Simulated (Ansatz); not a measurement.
Something may be wrong with this Ansatz 0.2.0 calculation of HgTe (Coloradoite).

input.yaml

```yaml
crystal:
  lattice:
    - [0.0, 3.2145, 3.2145]
    - [3.2145, 0.0, 3.2145]
    - [3.2145, 3.2145, 0.0]
  atoms:
    - { symbol: Hg, position: [0.0, 0.0, 0.0] }
    - { symbol: Te, position: [0.75, 0.75, 0.75] }
hamiltonian:
  xc: r2scan
  pseudopotentials: { kind: paw }
kpoints:
  mp_grid: { grid: [4, 4, 4] }
scf:
  occupations: { method: fermi_dirac, width: 0.05 }
  max_iter: 60
output:
  forces: true
  stress: true
  eigenvalues: true
total_charge: 10
```

Potentials or basis: Ansatz PAW.

Command:

```sh
$ ansatz run input.yaml --threads 2 --pin off --max-ram 5632MiB --backend cpu --events-out ev --progress --plain --runs-dir out
```

Output:

```text
Warning: RAYON_NUM_THREADS=2 ignored (pool sized by the plan → 2); use --threads N
Engine: ansatz 0.2.0, aarch64-unknown-linux-gnu
Pseudopotentials: kind: paw
Pseudopotential: Hg, paw, valence charge 20, recommended cutoff 500 eV (meta_gga), Hg.paw.azcp
Pseudopotential: Te, paw, valence charge 16, recommended cutoff 500 eV (meta_gga), Te.paw.azcp
Functional definition: r2SCAN
  parameter k0 = 0.174
  parameter k1 = 0.065
  parameter a1 = 4.9479
  exchange = r2scan_x(k0 = k0, k1 = k1, a1 = a1)
  correlation = r2scan_c
Crystal: 2 atoms, lattice volume = 66.431 Å³
Basis set: ecut = 500 eV, 1687 PW (Γ), exchange–correlation on 144×144×144 points (64 copies of the dense FFT grid, shifted against one another)
Bands: 17, of which v1, the nominal top of the filled ones, is band 13 counted from 1 (12 counted from 0)
Symmetry: 24 space group operations
Space group: F-43m (ITA 216), of the structure as read, at distance tolerance 4.1e-5 Å
k-points: 8 of 64 (time reversal used)
Non-local potential: Hg, projectors of the file, l = 0: 3, l = 1: 2, l = 2: 2, l = 3: 1
Non-local potential: Te, projectors of the file, l = 0: 2, l = 1: 2, l = 2: 2, l = 3: 2
PAW form: soft (Blöchl's): semilocal exchange-correlation on the pseudo side does not see the compensation charge
PAW frozen core: Hg, regenerated for the run's functional (the file was generated under x = pbe(κ = 0.804, μ = 0.2195149727645171), c = pbe(β = 0.06672455060314922))
[... 27 lines left out ...]
--- Per-component energies (eV) ---
  E_band       = -1134.403148
  E_kinetic    = 623.331342
  E_local      = -4371.427522  (includes V_loc(G=0)·N_el)
  E_nonlocal   = -260.473990
  E_hartree    = 1966.913546
  E_xc         = -216.373952
  E_vxc        = -246.102116  (∫ρ·V_xc dr)
  E_paw        = -14640.757240  (= ΣΔE_a)
  E_vpaw       = -829.295079  (= ΣTr[D̂ρ^β])
  E_aug_tail   = 0.000304  (compensation charges beyond the density's cutoff)
  E_vtau       = 15.738373  (kinetic-family band-sum trace: ∫τ·v_τ [+ j·A + Jᵃ·Aᵃ] dr)
  E_ewald      = -3943.057611
  E_core_change = 0.135928  (= ΣΔE_core)
  E_smearing   = -0.138505  (= −TS)
  E_closure    = 0.000000  (closes the sum)
  E_deformation_potential = 135.690046  (in the stress; not in F)
  Σ components = -20841.847698   (vs F -20841.847698, Δ=0.00e0)
--- Forces (eV/Å), atoms counted from 1 ---
  atom   1  Hg    -0.00000000     0.00000000     0.00000000
  atom   2  Te     0.00000000    -0.00000000     0.00000000
  max |Σ_I F_I| component: 9.12e-17 eV/Å
--- Stress (GPa, compression-positive) ---
      -44.092033       0.000000      -0.000000
       -0.000000     -44.092033       0.000000
       -0.000000       0.000000     -44.092033
  P = ⅓ Tr σ = -44.0920 GPa (-440.920 kbar)
[... 6 lines left out ...]
```

What happened, and what is wrong with the input?

The run converged. The input holds a flaw that was put in on purpose: a charge that the system can't hold (total_charge = 10). The program doesn't stop on it, so the numbers can't be trusted though the run ends normally.
